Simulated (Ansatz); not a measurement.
# TiO2: energy and stress against strain

The task, for TiO2: strain the cell along the Voigt pattern (0, 0, 0, 0, 0, 1).

Computed with Ansatz 0.2.0 (DFT PBE, scalar-relativistic, plane waves, PAW, unless a step's input says otherwise).

1 further run of the same task is left out (set aside as unsound or not needed).

## (1) The system as given

The structure is tetragonal, space group P4_2/mnm (No. 136). The conventional cell has a = 4.643 Å, b = 4.643 Å, c = 2.964 Å, α = 90.00°, β = 90.00°, γ = 90.00°. Around Ti (site symmetry mmm) lie 6 O at 1.96 to 2.00 Å. O (site symmetry m2m) is surrounded by 3 Ti at 1.96 to 2.00 Å.

Structure file:

```cif
data_structure
_symmetry_space_group_name_H-M 'P 1'
_symmetry_Int_Tables_number 1
_cell_length_a 4.6431
_cell_length_b 4.6431
_cell_length_c 2.9640
_cell_angle_alpha 90.000
_cell_angle_beta 90.000
_cell_angle_gamma 90.000
_cell_volume 63.90
loop_
_atom_site_label
_atom_site_type_symbol
_atom_site_fract_x
_atom_site_fract_y
_atom_site_fract_z
_atom_site_occupancy
Ti1 Ti 0.00000 0.00000 0.00000 1
Ti2 Ti 0.50000 0.50000 0.50000 1
O1 O 0.30511 0.30511 0.00000 1
O2 O 0.19489 0.80511 0.50000 1
O3 O 0.69489 0.69489 0.00000 1
O4 O 0.80511 0.19489 0.50000 1
```

It is the result of an earlier relaxation at this level (volume 10.65 Å³/atom; gap on the mesh: 1.86 eV).

## (2) The reference cell

The reference gives a free energy of -7277.3052 eV, pressure 0.01 GPa, largest force 0.002 eV/Å and gap on the mesh 1.86 eV. It was computed beforehand with the settings of the runs below.

## (3) Next: energy and stress against strain

The cell is strained by ε times the Voigt pattern (0, 0, 0, 0, 0, 1) (xx, yy, zz, yz, xz, xy; engineering shear), with fractional coordinates fixed (clamped ions). The stress on the pattern is the sum of the stress components weighted by it, tension positive.

## (4) Point ε = -0.0200

File input.yaml:

```yaml
crystal:
  lattice:
    - [4.6430645122, -0.0464306451, 0.0]
    - [-0.0464306451, 4.6430645122, 0.0]
    - [0.0, 0.0, 2.964024399]
  atoms:
    - { symbol: Ti, position: [0.0, 0.0, 0.0] }
    - { symbol: Ti, position: [0.5, 0.5, 0.5] }
    - { symbol: O, position: [0.3051105247, 0.3051105247, 0.0] }
    - { symbol: O, position: [0.1948894753, 0.8051105247, 0.5] }
    - { symbol: O, position: [0.6948894753, 0.6948894753, 0.0] }
    - { symbol: O, position: [0.8051105247, 0.1948894753, 0.5] }
basis:
  ecutwfc: 420
kpoints:
  mp_grid: { grid: [6, 6, 10] }
hamiltonian:
  xc: pbe
scf:
  occupations: { method: gaussian, width: 0.05 }
output:
  forces: true
  stress: true
  eigenvalues: true
```

On the command line:

```console
$ ansatz run input.yaml --threads 1 --pin off --max-ram 2560MiB --backend cpu --events-out ev --progress --plain --runs-dir out
```

## (5) ε = 0.0150

input.yaml, as its differences from that of step 4:

```diff
@@ -2,4 +2,4 @@
   lattice:
-    - [4.6430645122, -0.0464306451, 0.0]
-    - [-0.0464306451, 4.6430645122, 0.0]
+    - [4.6430645122, 0.0348229838, 0.0]
+    - [0.0348229838, 4.6430645122, 0.0]
     - [0.0, 0.0, 2.964024399]
```

## (6) At ε = -0.0100

input.yaml, as its differences from that of step 5:

```diff
@@ -2,4 +2,4 @@
   lattice:
-    - [4.6430645122, 0.0348229838, 0.0]
-    - [0.0348229838, 4.6430645122, 0.0]
+    - [4.6430645122, -0.0232153226, 0.0]
+    - [-0.0232153226, 4.6430645122, 0.0]
     - [0.0, 0.0, 2.964024399]
```

## (7) ε = 0.0050

input.yaml, as its differences from that of step 6:

```diff
@@ -2,4 +2,4 @@
   lattice:
-    - [4.6430645122, -0.0232153226, 0.0]
-    - [-0.0232153226, 4.6430645122, 0.0]
+    - [4.6430645122, 0.0116076613, 0.0]
+    - [0.0116076613, 4.6430645122, 0.0]
     - [0.0, 0.0, 2.964024399]
```

## (8) Point ε = 0.0175

input.yaml, as its differences from that of step 7:

```diff
@@ -2,4 +2,4 @@
   lattice:
-    - [4.6430645122, 0.0116076613, 0.0]
-    - [0.0116076613, 4.6430645122, 0.0]
+    - [4.6430645122, 0.0406268145, 0.0]
+    - [0.0406268145, 4.6430645122, 0.0]
     - [0.0, 0.0, 2.964024399]
```

## (9) ε = 0.0125

input.yaml, as its differences from that of step 8:

```diff
@@ -2,4 +2,4 @@
   lattice:
-    - [4.6430645122, 0.0406268145, 0.0]
-    - [0.0406268145, 4.6430645122, 0.0]
+    - [4.6430645122, 0.0290191532, 0.0]
+    - [0.0290191532, 4.6430645122, 0.0]
     - [0.0, 0.0, 2.964024399]
```

## (10) At ε = 0.0075

input.yaml, as its differences from that of step 9:

```diff
@@ -2,4 +2,4 @@
   lattice:
-    - [4.6430645122, 0.0290191532, 0.0]
-    - [0.0290191532, 4.6430645122, 0.0]
+    - [4.6430645122, 0.0174114919, 0.0]
+    - [0.0174114919, 4.6430645122, 0.0]
     - [0.0, 0.0, 2.964024399]
```

## (11) At ε = 0.0025

input.yaml, as its differences from that of step 10:

```diff
@@ -2,4 +2,4 @@
   lattice:
-    - [4.6430645122, 0.0174114919, 0.0]
-    - [0.0174114919, 4.6430645122, 0.0]
+    - [4.6430645122, 0.0058038306, 0.0]
+    - [0.0058038306, 4.6430645122, 0.0]
     - [0.0, 0.0, 2.964024399]
```

(Steps that only read results are left out.)

Before running it: what results should come out? Wanted: slope of the stress at ε = 0, from the points at -0.0100, 0 and 0.0025.

The runs gave:

| quantity | value |
| --- | --- |
| slope of the stress at ε = 0, from the points at -0.0100, 0 and 0.0025 | 212 GPa |

The slope of the stress at zero strain, 212 GPa, estimates C66 with clamped ions in this Cartesian frame; letting the atoms relax could not make it stiffer. The undisturbed cell stays the lowest of the sampled points. The gap on the mesh stays at 1.86 eV.
